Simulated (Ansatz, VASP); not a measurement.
One calculation of Sr, two programs

```
Sr
1.0
    -2.43500    2.43500    2.43500
     2.43500   -2.43500    2.43500
     2.43500    2.43500   -2.43500
Sr
1
Direct
  0.00000 0.00000 0.00000
```

This isn't the form of Sr at room conditions, which is fcc.

Alike in both runs: functional r2SCAN; dispersion D3(BJ); k mesh 8 × 8 × 8; occupations fermi-dirac, width 0.025 eV; non-collinear spin, spin-orbit coupling.

|  | VASP | Ansatz |
| --- | --- | --- |
| version | VASP 6.6.1 | Ansatz 0.2.0 |
| potentials or method | VASP PAW PBE potentials, release 64 (Sr_sv) | Ansatz PAW |
| plane-wave cutoff (eV) | 520 | 500 |
| valence electrons in the cell | 10 | 10 |
| task | single point | projected density of states |

```csv
,VASP,Ansatz,Ansatz less VASP
gap on the k mesh at the Fermi level (eV),none,none,-
pressure (GPa),-0.7,-0.7,0.00
net moment per atom (μB),0.00,0.00,0.000
dispersion energy (meV/atom),-87.5,-87.5,-0.08
```

A gap of «none» marks a metal or a gap that the smearing closes. With one functional, cell and mesh, what is left measures potentials, basis and numerics.

Caveats: the PAW data sets were made with another functional, which shifts forces and pressure a little (VASP); pairwise dispersion overbinds metals, which lowers pressure and volume (Ansatz); the PAW data sets come from PBE, with cores solved anew for the run's functional, which leaves a small shift of forces and pressure (Ansatz); the density of states is complete only up to the lowest level of the last band computed (Ansatz); the dispersion damping was fitted for another functional or another form of the correction (Ansatz).
